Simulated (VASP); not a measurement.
# HfN (P6_3/mmc) in VASP: notebook, part 2 of 2

VASP 6.6.1. Earlier steps stand in the parts before.

## 6. Single point, PBE

INCAR reads:

```
  ADDGRID = F
  ALGO = Normal
  EDIFF = 1E-6
  ENCUT = 280
  GGA = PE
  ISIF = 2
  ISMEAR = 0
  LASPH = T
  LCHARG = F
  LREAL = F
  LWAVE = F
  NELM = 100
  PREC = Accurate
  SIGMA = 0.05
```

KPOINTS reads:

```
k-points
0
Gamma
  2 2 1
```

POSCAR reads:

```
HfN
1.0
    3.1339080219      0.0000000000      0.0000000000
   -1.5669540110      2.7140439601      0.0000000000
    0.0000000000      0.0000000000      5.4167677200
Hf N
2 2
Direct
    0.3333333333      0.6666666667      0.2500000000
    0.6666666667      0.3333333333      0.7500000000
    0.0000000000      0.0000000000      0.5000000000
    0.0000000000      0.0000000000      0.0000000000
```

Potentials or basis: VASP PAW PBE potentials, release 64 (Hf_pv, N).

Command:

```
cat potpaw_PBE.64/Hf_pv/POTCAR potpaw_PBE.64/N/POTCAR > POTCAR
mpirun -np 1 vasp_std > vasp.out
```

OUTCAR:

```text
EDIFF = 1E-6
   ENCUT = 280
   GGA = PE
   ISIF = 2
   ISMEAR = 0
   LASPH = T
   LREAL = F
   NELM = 100
   PREC = Accurate

 Found      2 irreducible k-points:

 Following reciprocal coordinates:
            Coordinates               Weight
  0.000000  0.000000  0.000000      1.000000
  0.500000  0.000000  0.000000      3.000000
   k-points           NKPTS =      2   k-points in BZ     NKDIM =      2   number of bands    NBANDS=     19
   number of dos      NEDOS =    301   number of ions     NIONS =      4
   total plane-waves  NPLWV =   9720
   dimension x,y,z NGX =    18 NGY =   18 NGZ =   30
   dimension x,y,z NGXF=    36 NGYF=   36 NGZF=   60
   ions per type =               2   2
   NGX,Y,Z   is equivalent  to a cutoff of   9.55,  9.55,  9.21 a.u.
   NGXF,Y,Z  is equivalent  to a cutoff of  19.10, 19.10, 18.41 a.u.
 SYSTEM =  unknown system
   PREC   = accura    normal or accurate (medium, high low for compatibility)
   ISTART =      0    job   : 0-new  1-cont  2-samecut
   ICHARG =      2    charge: 1-file 2-atom 10-const
   ISPIN  =      1    spin polarized calculation?
   LNONCOLLINEAR =      F non collinear calculations
   LSORBIT =      F    spin-orbit coupling
   LASPH  =      T    aspherical Exc in radial PAW
   ENCUT  =  280.0 eV  20.58 Ry    4.54 a.u.   4.28  4.28  7.39*2*pi/ulx,y,z
   NELM   =    100;   NELMIN=  2; NELMDL= -5     # of ELM steps
   EDIFF  = 0.1E-05   stopping-criterion for ELM
   LREAL  =      F    real-space projection
   EDIFFG = 0.1E-04   stopping-criterion for IOM
   NSW    =      0    number of steps for IOM
   IBRION =     -1    ionic relax: 0-MD 1-quasi-New 2-CG
   NFREE  =      0    steps in history (QN), initial steepest desc. (CG)
   ISIF   =      2    stress and relaxation
   ISYM   =      2    0-nonsym 1-usesym 2-fastsym
   POTIM  = 0.5000    time-step for ionic-motion
   TEBEG  =    0.0;   TEEND  =   0.0 temperature during run
   PSTRESS=    0.0 pullay stress
   NELECT =      30.0000    total number of electrons
   NUPDOWN=      -1.0000    fix difference up-down
   EMIN   =  10.00;   EMAX   =-10.00  energy-range for DOS
   EFERMI =   0.00;   METHOD = LEGACY
   ISMEAR =     0;   SIGMA  =   0.05  broadening in eV -4-tet -1-fermi 0-gaus
   EFERMI_NEDOS =   21; number of points for ismear=-14 and -15
   IALGO  =     38    algorithm
   IMIX   =      4    mixing-type and parameters
     AMIX     =   0.40;   BMIX     =  1.00
     AMIX_MAG =   1.60;   BMIX_MAG =  1.00
  volume/ion in A,a.u.               =      11.52        77.73
  Fermi-wavevector in a.u.,A,eV,Ry     =   1.418951  2.681429 27.394278  2.013423
  Thomas-Fermi vector in A             =   2.540023
   LORBIT       =      0    0 simple, 1 ext, 2 COOP (PROOUT), +10 PAW based schemes
   GGA     = PE    functional components
   LHFCALC =     F    Hartree Fock is set to
   AEXX    =    0.0000 exact exchange contribution
   IVDW    =     0    specifies the selected vdW correction
   LEPSILON=     F    determine dielectric tensor
   LRPA    =     F    only Hartree local field effects (RPA)
 non-spin polarized calculation
 Gauss-broadening in eV      SIGMA  =   0.05
  energy-cutoff  :      280.00
  volume of cell :       46.07
 maximum number of plane-waves:       513
 NGX is ok and might be reduce to    18
   NGX =  9   NGY =  9   NGZ = 15

 number of electron      30.0000009 magnetization

 Free energy of the ion-electron system (eV)
  ---------------------------------------------------
  ext. energy  EPLUGINS =         0.00000000
  ---------------------------------------------------
  free energy    TOTEN  =       -42.32272130 eV

  energy without entropy =      -42.32272130  energy(sigma->0) =      -42.32272130

 E-fermi :   7.6369     XC(G=0): -12.7101

 val. band max:        7.3313659788   @ k =   0.0000   0.0000   0.0000
 cond. band min:       8.5658354396   @ k =   0.0000   0.0000   0.0000
 fundamental gap:      1.2344694608
 Fermi energy:         7.6369175679

 k-point     1 :       0.0000    0.0000    0.0000
  band No.  band energies     occupation
      1     -23.7331      2.00000
      2     -22.9635      2.00000
      3     -22.9635      2.00000
      4     -22.9036      2.00000
      5     -22.9036      2.00000
      6     -22.8836      2.00000
[... 11 lines left out ...]
     18       8.9950      0.00000
     19       9.8405      0.00000

 k-point     2 :       0.5000    0.0000    0.0000
  band No.  band energies     occupation
      1     -23.8344      2.00000
      2     -23.6446      2.00000
      3     -23.2587      2.00000
      4     -23.1947      2.00000
      5     -23.0271      2.00000
      6     -23.0128      2.00000
[... 11 lines left out ...]
     18      12.5379      0.00000
     19      12.6136      0.00000

------------------------ aborting loop because EDIFF is reached ----------------------------------------

  FORCE on cell =-STRESS in cart. coord.  units (eV):
  Direction    XX          YY          ZZ          XY          YZ          ZX
  --------------------------------------------------------------------------------------
  -------------------------------------------------------------------------------------
  Total      -10.0511458    -10.0511458      2.4877612      0.0000000      0.0000000      0.0000000
  in kB     -349.5286812   -349.5286812     86.5119173      0.0000000      0.0000000      0.0000000
  external PRESSURE =    -204.1818151 kB  Pullay stress =       0.0000000 kB

 VOLUME and BASIS-vectors are now :
 -----------------------------------------------------------------------------
  energy-cutoff  :      280.00
  volume of cell :       46.07
      direct lattice vectors                 reciprocal lattice vectors
     3.133908022  0.000000000  0.000000000     0.319090411  0.184226935  0.000000000
    -1.566954011  2.714043960  0.000000000     0.000000000  0.368453870  0.000000000
     0.000000000  0.000000000  5.416767720     0.000000000  0.000000000  0.184611940

 POSITION                                       TOTAL-FORCE (eV/Angst)
 -----------------------------------------------------------------------------------
     -0.00000      1.80936      1.35419         0.000000     -0.000000      0.000000
      1.56695      0.90468      4.06258        -0.000000      0.000000      0.000000
      0.00000      0.00000      2.70838         0.000000      0.000000      0.000000
      0.00000      0.00000      0.00000         0.000000      0.000000      0.000000
 -----------------------------------------------------------------------------------
    total drift:                                0.000000     -0.000000      0.000000

  FREE ENERGIE OF THE ION-ELECTRON SYSTEM (eV)
  ---------------------------------------------------
  free  energy   TOTEN  =       -42.3227213005 eV

  energy  without entropy=      -42.3227213005  energy(sigma->0) =      -42.32272130
```

It used 3.7 s of CPU time on 1 thread of Intel(R) Xeon(R) Platinum 8488C (Sapphire Rapids), with other jobs on the host, which was overloaded at the time.

The run converged, but a check on its numbers failed (symmetry, net force, bounds or a known fault of this set-up), so they aren't taken as properties of the crystal.

Caveat: the k mesh is coarse (spacing up to 1.16 Å⁻¹), so the values aren't converged; the cutoff lies under the usual one of these potentials, so the numbers hold a large basis-set error; spin-orbit coupling is left out, which moves the levels of the heavy elements.

## 7. Summary

| potentials or basis | k mesh | cutoff (eV) | mesh quality | gap on the mesh (eV) | pressure (GPa) |
| --- | --- | --- | --- | --- | --- |
| VASP PAW PBE potentials, release 64 (Hf_sv_GW, N_GW) | 5 × 5 × 3 | 450 | coarse | none | - |
| VASP PAW PBE potentials, release 64 (Hf_sv_GW, N_GW) | 5 × 5 × 3 | 500 | coarse | none | 5.1 |
| VASP PAW PBE potentials, release 64 (Hf_pv, N) | 8 × 8 × 4 | 900 | not flagged | none | 4.4 |

Alike in all rows: task single point; level PBE; no spin polarisation; cell as given; smearing gaussian 0.02 eV.

Caveats: some runs use coarse meshes; the cutoff is under 1.25 times the usual one of these potentials, so pressure, stress and relaxed cells hold a basis-set (Pulay) error (some runs).

Absolute energies hang on the potentials; compare differences alone.
